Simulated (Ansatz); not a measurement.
Crystal: NiO.

```
CELL_PARAMETERS angstrom
0.00000 2.08590 2.08590
2.08590 0.00000 2.08590
2.08590 2.08590 0.00000
ATOMIC_POSITIONS crystal
Ni 0.00000 0.00000 0.00000
O 0.50000 0.50000 0.50000
```

Base run:

| Property | Result |
| --- | --- |
| Program | Ansatz 0.2.0 |
| Functional | PBEsol |
| Potentials or basis | Ansatz PAW |
| Cutoff | 420 eV (not typed: the program's choice for these potentials) |
| k mesh | 11 × 11 × 11 |
| Occupations | fermi-dirac, width 0.05 eV |
| Spin | collinear spin, ferromagnetic start |
| Starting moments | [1.0, 0.0] μB |
| Hubbard terms | Ni d U = 1 eV |

Its results: band gap on the k mesh none (metal or under the smearing width); pressure -1.4 GPa; net moment 1.92 μB per cell; site moments Ni +1.54; O +0.32 μB.

Problem. The run is repeated on the same cell with these changes: hubbard terms from Ni d U = 1 eV to Ni d U = 3 eV. What comes out?

Solution. Band gap on the k mesh 0.57 eV, indirect (least direct gap 1.43 eV); pressure 1.3 GPa; net moment 2.00 μB per cell; site moments Ni +1.64; O +0.29 μB.

Caveats: the magnetic or orbital state may not be the lowest; a cell with one magnetic atom can't hold antiferromagnetic order, which such compounds often take; the PAW data sets come from PBE, with cores solved anew for the run's functional, which leaves a small shift of forces and pressure; odd divisions of the mesh miss points on the zone boundary, where band edges often lie, so the gap on the mesh can be too wide (some runs).

A k mesh can miss the band edges.
